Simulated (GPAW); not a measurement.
# GaN (P6_3mc) in GPAW: settings compared, part 3 of 3

GPAW 26.7.0.

### Step 5. Single point, LDA

File run.py:

```python
from ase import Atoms
from ase.dft.bandgap import bandgap
from ase.io import write
from ase.units import GPa
from gpaw import GPAW, PW

atoms = Atoms(['Ga', 'Ga', 'N', 'N'],
              cell=[[3.18, 0.0, 0.0],
                    [-1.59, 2.753960784, 0.0],
                    [0.0, 0.0, 5.166]],
              scaled_positions=[[0.6666666667, 0.3333333333, 0.5],
                                [0.3333333333, 0.6666666667, 0.0],
                                [0.6666666667, 0.3333333333, 0.875],
                                [0.3333333333, 0.6666666667, 0.375]],
              pbc=True)

calc = GPAW(mode=PW(600),
            xc='LDA',
            kpts={'size': (8, 8, 4), 'gamma': True},
            occupations={'name': 'fermi-dirac', 'width': 0.05},
            nbands=18,
            maxiter=120,
            txt='gpaw.txt')
atoms.calc = calc
energy = atoms.get_potential_energy()
forces = atoms.get_forces()
stress = atoms.get_stress()
calc.write('gs.gpw')
write('result.traj', atoms)
print(f'Energy: {energy:.6f} eV')
print('Forces (eV/A):')
print(forces.round(4))
print('Stress (GPa):', (stress / GPa).round(3))
print('Fermi level:', round(calc.get_fermi_level(), 4), 'eV')
print(f'Gap: {bandgap(calc)[0]:.4f} eV, direct: {bandgap(calc, direct=True)[0]:.4f} eV')
```

Potentials or basis: the program's PAW data sets (release 1.2.1) made for this functional, pw.

On the command line:

```sh
$ OMP_NUM_THREADS=1 python run.py
```

gpaw.txt:

```text
__  _  _
 | _ |_)|_||  |
 |__||  | ||/\| - 26.7.0

Input parameters:
  mode=PW(ecut=600.0),
  kpts=MonkhorstPack(size=(8, 8, 4), gamma=True),
  maxiter=120,
  nbands=18,
  occupations=Occupations(name='fermi-dirac', width=0.05),
  xc=XC(name='LDA')

Diagonalizing LCAO Hamiltonian
Converting LCAO to pw mode

           N

           Ga
        N

        Ga

Atoms  # Å, Bohr magnetons
|   | symbol |         x |        y |        z |    initial magnetic moments |
|---|--------|-----------|----------|----------|-----------------------------|
| 0 |     Ga |  1.590000 | 0.917987 | 2.583000 | ( 0.0000,  0.0000,  0.0000) |
| 1 |     Ga | -0.000000 | 1.835974 | 0.000000 | ( 0.0000,  0.0000,  0.0000) |
| 2 |      N |  1.590000 | 0.917987 | 4.520250 | ( 0.0000,  0.0000,  0.0000) |
| 3 |      N | -0.000000 | 1.835974 | 1.937250 | ( 0.0000,  0.0000,  0.0000) |

Unit cell  # Å
| periodic |         x |        y |        z |  lengths |     angles |
[... 160 lines left out ...]

Energy contributions:
  Kinetic:          68.021314
  Coulomb:         -59.449149
  Zero:              0.108677
  External:          0.000000
  Xc:              -36.112172
  Entropy:          -0.000000
  Spinorbit:         0.000000
  ----------------------------
  Free energy:     -27.431330
  Extrapolated:    -27.431330

dipole moment: (-0.000073, -0.000012, -11.624217)  # |e|*Ang

Fermi level: 7.193
Eigenvalues  # (at kpt = [0.000, 0.000, 0.000])
| band index |      eig [eV] | occ [0-2] |
|------------|---------------|-----------|
|          0 |        -9.701 |     2.000 |
|          1 |        -7.238 |     2.000 |
|          2 |        -0.984 |     2.000 |
|          3 |         5.127 |     2.000 |
|          4 |         5.127 |     2.000 |
|          5 |         6.133 |     2.000 |
[... 8 lines left out ...]
|         14 |        17.888 |     0.000 |
|         15 |        17.888 |     0.000 |
|        ... |               |           |
|         17 |        21.436 |     0.000 |

Gap: 2.082 eV
Transition (v -> c):
  (s=0, k=0, n=7, [0.00, 0.00, 0.00]) -> (s=0, k=0, n=8, [0.00, 0.00, 0.00])
No difference between direct/indirect transitions

Forces  # eV/Ang
|        x |       y |        z |
|----------|---------|----------|
| -0.00000 | 0.00000 | -0.16879 |  # Ga   0
|  0.00000 | 0.00000 | -0.16945 |  # Ga   1
|  0.00000 | 0.00000 |  0.16532 |  # N    2
|  0.00000 | 0.00000 |  0.16646 |  # N    3

Stress tensor  # eV/Ang^3
|        x |        y |        z |
|----------|----------|----------|
| 0.021255 | 0.000000 | 0.000000 |
| 0.000000 | 0.021255 | 0.000000 |
| 0.000000 | 0.000000 | 0.007321 |

# Writing to gs.gpw (mode='')
```

Wall time 17 s (1 thread of Arm Neoverse V1, shared host); peak memory 0.16 GiB.

Results:

| Property | Result |
| --- | --- |
| Free energy | -27.4313 eV |
| Pressure | -2.7 GPa |
| Largest force | 0.169 eV/Å |
| Band gap on the k mesh | 2.08 eV, direct |

Forces in eV/Å, atoms in the order of the input:
```
Ga   0.000  0.000 -0.169
Ga   0.000  0.000 -0.169
N    0.000  0.000  0.165
N    0.000  0.000  0.166
```

Caveat: the cutoff is short for stress and forces, so pressures can be off by a GPa or more; the data sets keep Ga 3d, Li 1s and Be 1s frozen, and some such compounds lay over 1.5 % in volume off other programs.

### Step 6. Single point, PBE

Edit run.py of step 5 so:

```diff
@@ -17,3 +17,3 @@
 calc = GPAW(mode=PW(600),
-            xc='LDA',
+            xc='PBE',
             kpts={'size': (8, 8, 4), 'gamma': True},
```

Potentials or basis: GPAW PAW data sets (gpaw-data 1.2.1), pw.

On the command line:

```sh
$ OMP_NUM_THREADS=1 python run.py
```

gpaw.txt:

```text
__  _  _
 | _ |_)|_||  |
 |__||  | ||/\| - 26.7.0

Input parameters:
  mode=PW(ecut=600.0),
  kpts=MonkhorstPack(size=(8, 8, 4), gamma=True),
  maxiter=120,
  nbands=18,
  occupations=Occupations(name='fermi-dirac', width=0.05),
  xc=XC(name='PBE')

Diagonalizing LCAO Hamiltonian
Converting LCAO to pw mode

           N

           Ga
        N

        Ga

Atoms  # Å, Bohr magnetons
|   | symbol |         x |        y |        z |    initial magnetic moments |
|---|--------|-----------|----------|----------|-----------------------------|
| 0 |     Ga |  1.590000 | 0.917987 | 2.583000 | ( 0.0000,  0.0000,  0.0000) |
| 1 |     Ga | -0.000000 | 1.835974 | 0.000000 | ( 0.0000,  0.0000,  0.0000) |
| 2 |      N |  1.590000 | 0.917987 | 4.520250 | ( 0.0000,  0.0000,  0.0000) |
| 3 |      N | -0.000000 | 1.835974 | 1.937250 | ( 0.0000,  0.0000,  0.0000) |

Unit cell  # Å
| periodic |         x |        y |        z |  lengths |     angles |
[... 157 lines left out ...]

Converged in 8 steps
Energy contributions relative to reference atoms: (reference = -108732.786066)

Energy contributions:
  Kinetic:          69.485830
  Coulomb:         -60.276132
  Zero:              0.115599
  External:          0.000000
  Xc:              -33.145084
  Entropy:          -0.000000
  Spinorbit:         0.000000
  ----------------------------
  Free energy:     -23.819787
  Extrapolated:    -23.819787

dipole moment: (-0.000097, 0.000003, -11.585931)  # |e|*Ang

Fermi level: 7.514
Eigenvalues  # (at kpt = [0.000, 0.000, 0.000])
| band index |      eig [eV] | occ [0-2] |
|------------|---------------|-----------|
|          0 |        -9.453 |     2.000 |
|          1 |        -7.073 |     2.000 |
|          2 |        -0.531 |     2.000 |
|          3 |         5.509 |     2.000 |
|          4 |         5.510 |     2.000 |
|          5 |         6.506 |     2.000 |
[... 8 lines left out ...]
|         14 |        18.416 |     0.000 |
|         15 |        18.416 |     0.000 |
|        ... |               |           |
|         17 |        21.834 |     0.000 |

Gap: 2.050 eV
Transition (v -> c):
  (s=0, k=0, n=7, [0.00, 0.00, 0.00]) -> (s=0, k=0, n=8, [0.00, 0.00, 0.00])
No difference between direct/indirect transitions

Forces  # eV/Ang
|        x |        y |        z |
|----------|----------|----------|
| -0.00000 |  0.00000 | -0.18064 |  # Ga   0
|  0.00000 |  0.00000 | -0.18130 |  # Ga   1
|  0.00000 | -0.00000 |  0.17583 |  # N    2
|  0.00000 | -0.00000 |  0.17714 |  # N    3

Stress tensor  # eV/Ang^3
|         x |         y |         z |
|-----------|-----------|-----------|
| -0.056002 | -0.000000 |  0.000000 |
| -0.000000 | -0.056002 | -0.000000 |
|  0.000000 | -0.000000 | -0.069965 |

# Writing to gs.gpw (mode='')
```

Wall time 18 s (1 thread of Arm Neoverse V1, shared host); peak memory 0.16 GiB.

Results:

- Free energy: -23.8198 eV
- Pressure: 9.7 GPa
- Largest force: 0.181 eV/Å
- Band gap on the k mesh: 2.05 eV, direct

Forces on the atoms (eV/Å):
```
Ga   0.000  0.000 -0.181
Ga   0.000  0.000 -0.181
N    0.000  0.000  0.176
N    0.000  0.000  0.177
```

Stress tensor (GPa, compression positive):
```
 8.97  0.00  0.00
 0.00  8.97  0.00
 0.00  0.00 11.21
```

Caveat: the cutoff is short for stress and forces, so pressures can be off by a GPa or more; the data sets keep Ga 3d, Li 1s and Be 1s frozen, and some such compounds lay over 1.5 % in volume off other programs.

### Step 7. Summary

```csv
task,level,potentials or basis,cell,k mesh,cutoff (eV),smearing,eigensolver,maxiter,optimizer,fmax,max steps,mesh quality,gap on the mesh (eV),pressure (GPa),relaxed volume (Å³/atom),largest force (eV/Å)
relaxation of cell and atoms,OLYP,"PAW data sets generated in the run's folder for this functional, pw",relaxed,7 × 7 × 4,800,fermi-dirac 0.05 eV,davidson,150,LBFGS,0.02 eV/Å,60,not flagged,1.76,-0.1,12.20,-
electron localisation function,WC,"PAW data sets generated in the run's folder for this functional, pw",as given,5 × 5 × 3,680,fermi-dirac 0.01 eV,-,150,-,-,-,coarse,2.01,7.0,-,0.17
relaxation of cell and atoms,r2SCAN+D3(BJ),"GPAW PAW data sets (gpaw-data 1.2.1), pw",relaxed,7 × 7 × 4,800,fermi-dirac 0.05 eV,-,150,BFGS,0.02 eV/Å,60,not flagged,2.39,0.0,11.58,0.01
single point,LDA,"the program's PAW data sets (release 1.2.1) made for this functional, pw",as given,8 × 8 × 4,600,fermi-dirac 0.05 eV,-,120,-,-,-,not flagged,2.08,-2.7,-,0.17
single point,PBE,"GPAW PAW data sets (gpaw-data 1.2.1), pw",as given,8 × 8 × 4,600,fermi-dirac 0.05 eV,-,120,-,-,-,not flagged,2.05,9.7,-,0.18
```

Alike in all rows: no spin polarisation.

Caveats: some runs use coarse meshes; the data sets keep Ga 3d, Li 1s and Be 1s frozen, and some such compounds lay over 1.5 % in volume off other programs; the cutoff is short for stress and forces, so pressures can be off by a GPa or more (some runs); later steps reuse the first step's grids (some runs); the PAW data sets were made with another functional, which shifts forces and pressure a little (some runs).

Total energies depend on the potentials used, so only differences within one code and one set of settings carry meaning.

### Step 8. Against experiment

Step 5. A measured gap of GaN is 3.503 eV (direct; quoted in “Studying electronic properties in GaN without electrical contacts using γ-γ vs e−-γ Perturbed Angular Correlations”, 2019, pmc:6823545); the calculated 2.08 eV misses it by -1.42 eV. Spin-orbit coupling on Ga is left out. The value is that of LDA, without temperature or zero-point motion. Semilocal functionals fall short of measured gaps as a rule.

Step 6. Measured gap of GaN: 3.503 eV (direct; quoted in “Studying electronic properties in GaN without electrical contacts using γ-γ vs e−-γ Perturbed Angular Correlations”, 2019, pmc:6823545). This calculation gives 2.05 eV (-1.45 eV). Spin-orbit coupling on Ga is left out. The value is that of PBE, without temperature or zero-point motion. Semilocal functionals fall short of measured gaps as a rule.
